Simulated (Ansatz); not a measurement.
## Mg: electron density at the nuclei under pressure

```
Mg
1.0
     3.20927    0.00000    0.00000
    -1.60464    2.77931    0.00000
     0.00000    0.00000    5.21033
Mg
2
Direct
  0.33333 0.66667 0.25000
  0.66667 0.33333 0.75000
```

Atoms are numbered in the order listed.

The cell is COD entry 9008506, as deposited and not checked against the literature; nothing was relaxed.

Theory: DFT, PBE, all-electron PAW with datasets made for the crystal, scalar-relativistic (Ansatz 0.2.0).

Settings: a Γ-centred 12×12×7 k mesh, Fermi–Dirac smearing of 0.08 eV, cutoff 100 eV (chosen by the program for this cell), no spin polarisation.

The contact density is the mean electron density over the nuclear volume; its changes follow the s electrons' response to bonding and compression. Changes below are taken from the unscaled cell, where it is 7805.11 e/Å³ at Mg1.

Volumes at which the program chose other datasets or cutoffs are left out.

| V/V(cell) | P (GPa) | Δρ(0) Mg1 (e/Å³) |
| --- | --- | --- |
| 0.9600 | 1.0 | 0.00 |
| 0.9800 | 0.2 | 0.00 |
| 0.9900 | -0.1 | 0.00 |
| 1.0000 | -0.5 | 0.00 |
| 1.0100 | -0.8 | 0.00 |
| 1.0200 | -1.1 | 0.00 |
| 1.0400 | -1.7 | 0.01 |
| 1.0600 | -2.2 | 0.03 |

The datasets are made afresh for each cell, so very small changes are uncertain.
